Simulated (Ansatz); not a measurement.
The system is AlNi3.

```xyz
4
Lattice="3.5231 0.0000 0.0000 0.0000 3.5231 0.0000 0.0000 0.0000 3.5231" Properties=species:S:1:pos:R:3 pbc="T T T"
Ni    1.7615    1.7615    0.0000
Ni    1.7615    0.0000    1.7615
Ni    0.0000    1.7615    1.7615
Al    0.0000    0.0000    0.0000
```

The cell is a database's computed one.

A run of Ansatz 0.2.0 on this cell left the log below. Logs are shortened: lines on timing, memory, paths and dates and some standing lists are left out, and cuts for length are marked.

```text
Warning: RAYON_NUM_THREADS=2 ignored (pool sized by the plan → 2); use --threads N
Engine: ansatz 0.2.0, aarch64-unknown-linux-gnu
Pseudopotentials: kind: paw
Pseudopotential: Ni, paw, valence charge 18, recommended cutoff 420 eV (normal), Ni.paw.azcp
Pseudopotential: Al, paw, valence charge 3, recommended cutoff 420 eV (normal), Al.paw.azcp
Functional definition: PBEsol
  exchange = pbesol_x
  correlation = pbesol_c
Crystal: 4 atoms, lattice volume = 43.728 Å³
Basis set: ecut = 420 eV, 847 PW (Γ), exchange–correlation on 48×48×48 points (8 copies of the dense FFT grid, shifted against one another)
Bands: 36, of which v1, the nominal top of the filled ones, is band 29 counted from 1 (28 counted from 0)
Symmetry: 16 space group operations
Space group: P4/mmm (ITA 123), of the structure as read, at distance tolerance 3.5e-5 Å
Magnetic group: BNS 123.339 (UNI 999), of the structure as read, at distance tolerance 3.5e-5 Å
k-points: 40 of 216
Non-local potential: Ni, projectors of the file, l = 0: 3, l = 1: 2, l = 2: 3, l = 3: 1
Non-local potential: Al, projectors of the file, l = 0: 2, l = 1: 2, l = 2: 1
PAW form: soft (Blöchl's): semilocal exchange-correlation on the pseudo side does not see the compensation charge
PAW frozen core: Ni, regenerated for the run's functional, and the local potential with it (the file was generated under x = pbe(κ = 0.804, μ = 0.2195149727645171), c = pbe(β = 0.06672455060314922))
PAW frozen core: Al, regenerated for the run's functional, and the local potential with it (the file was generated under x = pbe(κ = 0.804, μ = 0.2195149727645171), c = pbe(β = 0.06672455060314922))
PAW one-centre angular grid: Ni, 590 points (default); XC on 64 Gauss nodes
PAW one-centre angular grid: Al, 110 points (default); XC on 64 Gauss nodes
Initial density: superposition of atomic densities (chi_scale 0.1, normalization cell)
Starting moments: Σ|m| = 3 μB on 3 of 4 sites
Initial wavefunctions: pseudopotential atomic-orbital guess
Functional: x = pbesol(κ = 0.804, μ = 0.12345679012345678), c = pbesol(β = 0.046)
[... 26 lines left out ...]
Harris-Foulkes:  -17941.260181 eV  (|F-HF|=2.62e-10)
Internal energy: -17941.230687 eV  (E = F + TS)
E sigma→0 (E₀):  -17941.245434 eV
Entropy (-TS):   -0.029495 eV (-7.374 meV/atom)
Fermi energy:    16.297027 eV
--- Per-component energies (eV) ---
  E_band       = -905.752067
  E_kinetic    = 879.895581
  E_local      = -11864.991128  (includes V_loc(G=0)·N_el)
  E_nonlocal   = 1919.598951
  E_hartree    = 5049.019475
  E_xc         = -296.245524
  E_vxc        = -361.603444  (∫ρ·V_xc dr)
  E_paw        = -5240.941129  (= ΣΔE_a)
  E_vpaw       = -1576.690654  (= ΣTr[D̂ρ^β])
  E_aug_tail   = 0.001624  (compensation charges beyond the density's cutoff)
  E_ewald      = -8388.179542
  E_core_change = 0.611006  (= ΣΔE_core)
  E_smearing   = -0.029495  (= −TS)
  E_closure    = 0.000000  (closes the sum)
  Σ components = -17941.260181   (vs F -17941.260181, Δ=0.00e0)
--- Forces (eV/Å), atoms counted from 1 ---
  atom   1  Ni    -0.00000000     0.00000000    -0.00000000
  atom   2  Ni     0.00000000     0.00000000     0.00000000
  atom   3  Ni     0.00000000     0.00000000     0.00000000
  atom   4  Al     0.00000000     0.00000000     0.00000000
  max |Σ_I F_I| component: 1.51e-28 eV/Å
--- Stress (GPa, compression-positive) ---
       -0.626326       0.000000       0.000000
        0.000000      -0.626330       0.000000
        0.000000       0.000000      -0.626326
  P = ⅓ Tr σ = -0.6263 GPa (-6.263 kbar)
--- Band table (eV; the first three rows and the last of 80) ---
  k-point 0 ↑: bands = ["-86.5538", "-86.5200", "-86.5200", "-47.1529", "-47.1529", "-47.1529", "-47.0695", "-47.0695", "-47.0695", "-47.0012", "-47.0012", "-47.0012", "6.0739", "11.7731", "12.4806", "12.4806", "12.8504", "12.8504", "12.8504", "14.8839", "14.8839", "14.8839", "15.7482", "15.7482", "16.0714", "16.2602", "16.2602", "16.2602", "17.1248", "17.1248", "17.1248", "22.9976", "22.9976", "23.8791", "28.7199", "28.7199"]
  k-point 1 ↑: bands = ["-86.5518", "-86.5220", "-86.5200", "-47.1472", "-47.1472", "-47.1436", "-47.0711", "-47.0711", "-47.0699", "-47.0114", "-47.0052", "-47.0052", "6.4200", "11.8305", "12.2894", "12.6983", "12.9093", "12.9093", "12.9307", "14.6944", "14.6944", "14.7956", "15.5093", "15.6975", "15.6975", "15.7489", "15.9441", "16.0860", "16.2605", "18.1306", "18.1306", "22.9646", "23.5450", "25.2763", "27.0983", "27.0983"]
  k-point 2 ↑: bands = ["-86.5466", "-86.5271", "-86.5199", "-47.1338", "-47.1337", "-47.1185", "-47.0761", "-47.0761", "-47.0706", "-47.0384", "-47.0137", "-47.0137", "7.4223", "10.8606", "12.4311", "13.0535", "13.0535", "13.1200", "13.2392", "14.3200", "14.3200", "14.5900", "14.7464", "15.2240", "15.2240", "15.3661", "15.5313", "15.8061", "16.2611", "19.8431", "19.8431", "22.8801", "23.9061", "24.3829", "24.3829", "26.0286"]
  k-point 39 ↓: bands = ["-86.2239", "-86.2239", "-86.2239", "-46.8701", "-46.8701", "-46.8701", "-46.8475", "-46.7406", "-46.7406", "-46.7406", "-46.6558", "-46.6558", "10.5523", "12.3404", "12.3404", "12.3404", "14.1367", "14.1367", "14.1367", "14.4139", "14.4139", "14.4139", "15.1281", "15.1281", "15.1281", "15.4027", "15.4027", "15.9571", "16.4135", "16.4135", "16.4135", "20.0293", "20.6188", "20.6188", "20.6188", "34.5920"]
```

Task: What input gives this log?

Result: Single point with PBEsol, collinear spin, antiferromagnetic start. The files as run (others can give the same):

input.yaml
```yaml
crystal:
  lattice:
    - [3.5230547267, 0.0, 0.0]
    - [0.0, 3.5230547267, 0.0]
    - [0.0, 0.0, 3.5230547267]
  atoms:
    - { symbol: Ni, position: [0.5, 0.5, 0.0], spin: 1.0 }
    - { symbol: Ni, position: [0.5, 0.0, 0.5], spin: -1.0 }
    - { symbol: Ni, position: [0.0, 0.5, 0.5], spin: 1.0 }
    - { symbol: Al, position: [0.0, 0.0, 0.0] }
hamiltonian:
  xc: pbesol
  pseudopotentials: { kind: paw }
magnetization:
  spin_polarized: true
kpoints:
  mp_grid: { grid: [6, 6, 6] }
scf:
  occupations: { method: fermi_dirac, width: 0.05 }
output:
  forces: true
  stress: true
  eigenvalues: true
```

Potentials or basis: Ansatz PAW.
Command:
```console
$ ansatz run input.yaml --threads 2 --pin off --max-ram 5632MiB --backend cpu --events-out ev --progress --plain --runs-dir out
```

Caveat: the PAW data sets come from PBE, with cores solved anew for the run's functional, which leaves a small shift of forces and pressure; the starting moments weren't kept.
